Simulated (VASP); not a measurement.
# CdS (Fm-3m) in VASP: a series of runs

Runs on CdS. Level: PBE. Tasks: G0W0 quasiparticle levels.

All numbers are computed with VASP 6.6.1; they aren't measurements. Logs are shortened: lines on timing, memory, paths and dates and some standing lists are left out, and cuts for length are marked.

**1. The structure**

The structure is cubic, space group Fm-3m (No. 225). Conventional cell: a = 5.506 Å, b = 5.506 Å, c = 5.506 Å, α = 90.00°, β = 90.00°, γ = 90.00°. Cd (site symmetry m-3m) is surrounded by 6 S at 2.75 Å. S (site symmetry m-3m) is surrounded by 6 Cd at 2.75 Å.

Measurements of this composition are mostly on another form, of space group No. 186.

**2. G0W0 quasiparticle levels, PBE**

File POSCAR:

```
CdS
1.0
    0.0000000000      2.7532440000      2.7532440000
    2.7532440000      0.0000000000      2.7532440000
    2.7532440000      2.7532440000      0.0000000000
Cd S
1 1
Direct
    0.0000000000      0.0000000000      0.0000000000
    0.5000000000      0.5000000000      0.5000000000
```

File INCAR.step1:

```
SYSTEM = CdS
PREC = Accurate
ENCUT = 450
EDIFF = 1E-8
ISMEAR = 0
SIGMA = 0.01
LREAL = .False.
LASPH = .True.
NELM = 60
ALGO = Normal
LWAVE = .True.
LCHARG = .False.
GGA = PE
```

File INCAR.step2:

```
SYSTEM = CdS
PREC = Accurate
ENCUT = 450
EDIFF = 1E-8
ISMEAR = 0
SIGMA = 0.01
LREAL = .False.
LASPH = .True.
NELM = 1
ALGO = Exact
LWAVE = .True.
LCHARG = .False.
GGA = PE
NBANDS = 34
LOPTICS = .True.
ISTART = 1
```

File INCAR.step3:

```
SYSTEM = CdS
PREC = Accurate
ENCUT = 450
EDIFF = 1E-8
ISMEAR = 0
SIGMA = 0.01
LREAL = .False.
LASPH = .True.
ALGO = EVGW0
LWAVE = .False.
LCHARG = .False.
GGA = PE
NELMGW = 1
NBANDS = 34
ENCUTGW = 260
NOMEGA = 48
PRECFOCK = Fast
ISTART = 1
NBANDSGW = 17
```

File KPOINTS:

```
Automatic mesh
0
Gamma
  3 3 3
  0 0 0
```

Potentials or basis: VASP PAW PBE potentials, release 64 (Cd_GW, S_GW).

Command:

```sh
$ cat potpaw_PBE.64/Cd_GW/POTCAR potpaw_PBE.64/S_GW/POTCAR > POTCAR
$ cp INCAR.step1 INCAR
$ mpirun -np 1 vasp_std > vasp.out
$ cp INCAR.step2 INCAR
$ mpirun -np 1 vasp_std > vasp.out
$ cp INCAR.step3 INCAR
$ mpirun -np 1 vasp_std > vasp.out
```

OUTCAR:

```text
SYSTEM = CdS
   PREC = Accurate
   ENCUT = 450
   EDIFF = 1E-8
   ISMEAR = 0
   LREAL = .False.
   LASPH = .True.
   GGA = PE
   NELMGW = 1
   ENCUTGW = 260
   PRECFOCK = Fast
   ISTART = 1

 Found      4 irreducible k-points:

 Following reciprocal coordinates:
            Coordinates               Weight
  0.000000  0.000000  0.000000      1.000000
  0.333333  0.000000  0.000000      8.000000
  0.333333  0.333333  0.000000      6.000000
 -0.333333  0.333333  0.000000     12.000000
   k-points           NKPTS =      4   k-points in BZ     NKDIM =     27   number of bands    NBANDS=     34
   number of dos      NEDOS =    301   number of ions     NIONS =      2
   total plane-waves  NPLWV =  21952
   dimension x,y,z NGX =    28 NGY =   28 NGZ =   28
   dimension x,y,z NGXF=    56 NGYF=   56 NGZF=   56
   ions per type =               1   1
   NGX,Y,Z   is equivalent  to a cutoff of  11.95, 11.95, 11.95 a.u.
   NGXF,Y,Z  is equivalent  to a cutoff of  23.91, 23.91, 23.91 a.u.
 SYSTEM =  CdS
   PREC   = accura    normal or accurate (medium, high low for compatibility)
   ISTART =      1    job   : 0-new  1-cont  2-samecut
   ICHARG =      0    charge: 1-file 2-atom 10-const
   ISPIN  =      1    spin polarized calculation?
   LNONCOLLINEAR =      F non collinear calculations
   LSORBIT =      F    spin-orbit coupling
   LASPH  =      T    aspherical Exc in radial PAW
   ENCUT  =  450.0 eV  33.07 Ry    5.75 a.u.   6.73  6.73  6.73*2*pi/ulx,y,z
   NELM   =     60;   NELMIN=  2; NELMDL=  0     # of ELM steps
   EDIFF  = 0.1E-07   stopping-criterion for ELM
   LREAL  =      F    real-space projection
   EDIFFG = 0.1E-06   stopping-criterion for IOM
   NSW    =      0    number of steps for IOM
   IBRION =     -1    ionic relax: 0-MD 1-quasi-New 2-CG
   NFREE  =      0    steps in history (QN), initial steepest desc. (CG)
   ISIF   =      0    stress and relaxation
   ISYM   =      3    0-nonsym 1-usesym 2-fastsym
   POTIM  = 0.5000    time-step for ionic-motion
   TEBEG  =    0.0;   TEEND  =   0.0 temperature during run
   PSTRESS=    0.0 pullay stress
   NELECT =      18.0000    total number of electrons
   NUPDOWN=      -1.0000    fix difference up-down
   EMIN   =  10.00;   EMAX   =-10.00  energy-range for DOS
   EFERMI =   0.00;   METHOD = LEGACY
   ISMEAR =     0;   SIGMA  =   0.01  broadening in eV -4-tet -1-fermi 0-gaus
   EFERMI_NEDOS =   21; number of points for ismear=-14 and -15
   IALGO  =     38    algorithm
   IMIX   =      4    mixing-type and parameters
     AMIX     =   0.40;   BMIX     =  1.00
     AMIX_MAG =   1.60;   BMIX_MAG =  1.00
  volume/ion in A,a.u.               =      20.87       140.84
  Fermi-wavevector in a.u.,A,eV,Ry     =   1.236833  2.337275 20.813583  1.529755
  Thomas-Fermi vector in A             =   2.371425
   LORBIT       =      0    0 simple, 1 ext, 2 COOP (PROOUT), +10 PAW based schemes
   GGA     = PE    functional components
   LHFCALC =     T    Hartree Fock is set to
   PRECFOCK=fast      Normal, Fast or Accurate (Low or Medium for compatibility)
   ENCUT4O =  -1.0   cutoff for four orbital integrals eV
   NKREDX  =     1    reduce k-point grid by
   NKREDY  =     1    reduce k-point grid by
   NKREDZ  =     1    reduce k-point grid by
   AEXX    =    1.0000 exact exchange contribution
   HFSCREEN=    0.0000 screening length (either q_TF or 0.3 A-1)
   HFSCREENC=   0.0000 screening length for correlation (either q_TF or 0.3 A-1)
   ENCUTFOCK=  -1.0 apply spherical cutoff to Coloumb kernel
   IVDW    =     0    specifies the selected vdW correction
   LEPSILON=     F    determine dielectric tensor
   LRPA    =     F    only Hartree local field effects (RPA)
   LRPAFORCE           =     F    calculate RPA forces
   ENCUTGW             = 260.0    cutoff for response function in eV
   ENCUTGWSOFT         = 208.0    soft cutoff for Coulomb kernel in GW response function in eV
   ENCUTLF             =  -1.0    cutoff for local field effects
   NELMGW              =     1    number of iterations in solving QP/BSE equation
   NELMHF              =     1    number of iterations in the inner HF iteration
   NKREDLFX            =     1    NKREDLFY  =   1   NKREDLFZ  =   1
 non-spin polarized calculation
 Gauss-broadening in eV      SIGMA  =   0.01
  energy-cutoff  :      450.00
  volume of cell :       41.74
 maximum number of plane-waves:       906
  NGX = 16; NGY = 16; NGZ = 16
   NGX = 13   NGY = 13   NGZ = 13
 maximum number of plane-waves:       411

 QP shifts <psi_nk| G(iteration)W_0 |psi_nk>: iteration 1
 for sc-GW calculations column KS-energies equals QP-energies in previous step
 and V_xc(KS)=  KS-energies - (<T + V_ion + V_H > + <T+V_H+V_ion>^1  + <V_x>^1)

 k-point   1 :       0.0000    0.0000    0.0000
  band No.  KS-energies  QP-energies   sigma(KS)   V_xc(KS)     V^pw_x(r,r')   Z            occupation Imag(sigma)

      1      -8.2276      -8.2792     -12.7554     -12.6776     -20.6296       0.6629       2.0000       1.5524
      2      -3.3313      -4.4609     -16.9510     -15.3687     -23.1447       0.7139       2.0000       0.3979
      3      -3.3313      -4.4609     -16.9510     -15.3687     -23.1447       0.7139       2.0000       0.3979
      4      -3.3313      -4.4609     -16.9510     -15.3687     -23.1447       0.7139       2.0000       0.3979
      5      -3.3249      -4.4717     -17.1047     -15.5045     -23.4091       0.7166       2.0000       0.4551
      6      -3.3249      -4.4717     -17.1047     -15.5045     -23.4091       0.7166       2.0000       0.4551
[... 9 lines left out ...]
     16      15.6056      16.5627      -8.8949     -10.1578      -3.6388       0.7579       0.0000      -0.6260
     17      15.6056      16.5627      -8.8949     -10.1578      -3.6388       0.7579       0.0000      -0.6260

 k-point   2 :       0.3333    0.0000    0.0000
  band No.  KS-energies  QP-energies   sigma(KS)   V_xc(KS)     V^pw_x(r,r')   Z            occupation Imag(sigma)

      1      -7.4583      -7.4714     -13.1819     -13.1620     -20.8816       0.6631       2.0000       1.3971
      2      -3.5365      -4.6424     -16.8083     -15.2500     -23.1242       0.7096       2.0000       0.4809
      3      -3.5365      -4.6424     -16.8083     -15.2500     -23.1242       0.7096       2.0000       0.4809
      4      -3.4494      -4.5457     -16.5693     -15.0319     -22.7137       0.7131       2.0000       0.4254
      5      -3.1877      -4.3279     -17.1405     -15.5481     -23.3571       0.7160       2.0000       0.3996
      6      -3.1877      -4.3279     -17.1405     -15.5481     -23.3571       0.7160       2.0000       0.3996
[... 9 lines left out ...]
     16      15.8326      16.8634      -9.3536     -10.6923      -4.6916       0.7700       0.0000      -0.4467
     17      21.5622      22.8189      -9.4181     -11.0368      -3.7775       0.7763       0.0000      -1.0499

 k-point   3 :       0.3333    0.3333    0.0000
  band No.  KS-energies  QP-energies   sigma(KS)   V_xc(KS)     V^pw_x(r,r')   Z            occupation Imag(sigma)

      1      -7.4873      -7.5429     -13.4434     -13.3587     -21.1871       0.6562       2.0000       1.3476
      2      -3.4402      -4.5655     -16.7814     -15.2039     -22.9533       0.7133       2.0000       0.4037
      3      -3.2482      -4.3944     -17.1825     -15.5834     -23.5002       0.7168       2.0000       0.4570
      4      -3.1787      -4.1955     -16.4504     -15.0296     -22.6047       0.7157       2.0000       0.5174
      5      -3.1577      -4.2924     -17.1297     -15.5467     -23.3394       0.7168       2.0000       0.3894
      6      -3.1577      -4.2924     -17.1297     -15.5467     -23.3394       0.7168       2.0000       0.3894
[... 9 lines left out ...]
     16      19.5780      20.9881      -9.7244     -11.5432      -4.2763       0.7753       0.0000      -0.8907
     17      19.5780      20.9881      -9.7244     -11.5432      -4.2763       0.7753       0.0000      -0.8907

 k-point   4 :      -0.3333    0.3333    0.0000
  band No.  KS-energies  QP-energies   sigma(KS)   V_xc(KS)     V^pw_x(r,r')   Z            occupation Imag(sigma)

      1      -7.1911      -7.2401     -13.7094     -13.6351     -21.4151       0.6588       2.0000       1.2832
      2      -3.4626      -4.5722     -16.8930     -15.3329     -23.2267       0.7112       2.0000       0.4932
      3      -3.4289      -4.5271     -16.6006     -15.0640     -22.7523       0.7147       2.0000       0.4287
      4      -3.2651      -4.3858     -16.8916     -15.3251     -23.0689       0.7154       2.0000       0.4007
      5      -3.1335      -4.2743     -17.1795     -15.5914     -23.3913       0.7183       2.0000       0.3868
      6      -2.8377      -3.8729     -17.0588     -15.6200     -23.2646       0.7195       2.0000       0.4685
[... 9 lines left out ...]
     16      19.7754      21.0600      -9.5175     -11.1813      -3.9643       0.7721       0.0000      -0.9635
     17      20.9739      22.3756      -9.4850     -11.2693      -4.0494       0.7856       0.0000      -0.9936
```

It took 37 s on 1 thread of Intel Xeon Platinum 8488C (Sapphire Rapids), shared host; peak memory 0.41 GiB.

The run converged, but some of its settings lie outside the range that counts as converged, so its numbers aren't taken as properties of the crystal.

Results:

```
Band gap on the k mesh, mean-field level : 0.97 eV, indirect (least direct gap 1.47 eV)
Quasiparticle gap                        : 1.72 eV
Least direct quasiparticle gap           : 2.23 eV
```

Caveat: the k mesh is coarse (spacing up to 0.66 Å⁻¹), so the values aren't converged; bands, screening cutoff and mesh are small and nothing is extrapolated, so the quasiparticle values aren't converged; an odd mesh through Γ misses points on the zone boundary, where band edges often lie.

**3. G0W0 quasiparticle levels, PBE**

POSCAR is that of step 2.

INCAR.step1 is that of step 2.

INCAR.step2, as its differences from that of step 2:

```diff
@@ -13,3 +13,3 @@
 GGA = PE
-NBANDS = 34
+NBANDS = 59
 LOPTICS = .True.
```

INCAR.step3, as its differences from that of step 2:

```diff
@@ -13,5 +13,5 @@
 NELMGW = 1
-NBANDS = 34
-ENCUTGW = 260
-NOMEGA = 48
+NBANDS = 59
+ENCUTGW = 150
+NOMEGA = 36
 PRECFOCK = Fast
```

KPOINTS is that of step 2.

Potentials or basis: VASP PAW PBE potentials, release 64 (Cd_GW, S_GW).

Command:

```sh
$ cat potpaw_PBE.64/Cd_GW/POTCAR potpaw_PBE.64/S_GW/POTCAR > POTCAR
$ cp INCAR.step1 INCAR
$ mpirun -np 1 vasp_std > vasp.out
$ cp INCAR.step2 INCAR
$ mpirun -np 1 vasp_std > vasp.out
$ cp INCAR.step3 INCAR
$ mpirun -np 1 vasp_std > vasp.out
```

OUTCAR:

```text
SYSTEM = CdS
   PREC = Accurate
   ENCUT = 450
   EDIFF = 1E-8
   ISMEAR = 0
   LREAL = .False.
   LASPH = .True.
   GGA = PE
   NELMGW = 1
   ENCUTGW = 150
   PRECFOCK = Fast
   ISTART = 1

 Found      4 irreducible k-points:

 Following reciprocal coordinates:
            Coordinates               Weight
  0.000000  0.000000  0.000000      1.000000
  0.333333  0.000000  0.000000      8.000000
  0.333333  0.333333  0.000000      6.000000
 -0.333333  0.333333  0.000000     12.000000
   k-points           NKPTS =      4   k-points in BZ     NKDIM =     27   number of bands    NBANDS=     59
   number of dos      NEDOS =    301   number of ions     NIONS =      2
[... 58 lines left out ...]
   ENCUTLF             =  -1.0    cutoff for local field effects
   NELMGW              =     1    number of iterations in solving QP/BSE equation
   NELMHF              =     1    number of iterations in the inner HF iteration
   NKREDLFX            =     1    NKREDLFY  =   1   NKREDLFZ  =   1
 non-spin polarized calculation
 Gauss-broadening in eV      SIGMA  =   0.01
  energy-cutoff  :      450.00
  volume of cell :       41.74
 maximum number of plane-waves:       906
  NGX = 16; NGY = 16; NGZ = 16
   NGX = 13   NGY = 13   NGZ = 13
 maximum number of plane-waves:       176

 QP shifts <psi_nk| G(iteration)W_0 |psi_nk>: iteration 1
 for sc-GW calculations column KS-energies equals QP-energies in previous step
 and V_xc(KS)=  KS-energies - (<T + V_ion + V_H > + <T+V_H+V_ion>^1  + <V_x>^1)

 k-point   1 :       0.0000    0.0000    0.0000
  band No.  KS-energies  QP-energies   sigma(KS)   V_xc(KS)     V^pw_x(r,r')   Z            occupation Imag(sigma)

      1      -8.2276      -8.5421     -13.1442     -12.6776     -20.6296       0.6740       2.0000       1.6284
      2      -3.3313      -4.7755     -17.3986     -15.3687     -23.1447       0.7115       2.0000       0.8574
      3      -3.3313      -4.7755     -17.3986     -15.3687     -23.1447       0.7115       2.0000       0.8574
      4      -3.3313      -4.7755     -17.3986     -15.3687     -23.1447       0.7115       2.0000       0.8574
      5      -3.3249      -4.7565     -17.5104     -15.5045     -23.4091       0.7137       2.0000       0.9051
      6      -3.3249      -4.7565     -17.5104     -15.5045     -23.4091       0.7137       2.0000       0.9051
[... 59 lines left out ...]
      3      -3.4289      -4.8366     -17.0396     -15.0640     -22.7523       0.7125       2.0000       0.8678
      4      -3.2651      -4.7036     -17.3430     -15.3251     -23.0689       0.7129       2.0000       0.8550
      5      -3.1335      -4.5989     -17.6373     -15.5914     -23.3913       0.7163       2.0000       0.8504
      6      -2.8377      -4.1581     -17.4667     -15.6200     -23.2646       0.7150       2.0000       0.8779
[... 9 lines left out ...]
     16      19.7754      20.6553     -10.0519     -11.1813      -3.9643       0.7791       0.0000      -0.9709
     17      20.9739      21.9268     -10.0645     -11.2693      -4.0494       0.7909       0.0000      -0.9999
```

It took 28 s on 1 thread of Intel Xeon Platinum 8488C (Sapphire Rapids), shared host; peak memory 0.23 GiB.

The run converged, but some of its settings lie outside the range that counts as converged, so its numbers aren't taken as properties of the crystal.

What came out:

```
Band gap on the k mesh, mean-field level : 0.97 eV, indirect (least direct gap 1.47 eV)
Quasiparticle gap                        : 1.66 eV
Least direct quasiparticle gap           : 2.17 eV
```

Caveat: the k mesh is coarse (spacing up to 0.66 Å⁻¹), so the values aren't converged; bands, screening cutoff and mesh are small and nothing is extrapolated, so the quasiparticle values aren't converged; an odd mesh through Γ misses points on the zone boundary, where band edges often lie.

[end of part 1 of 2]
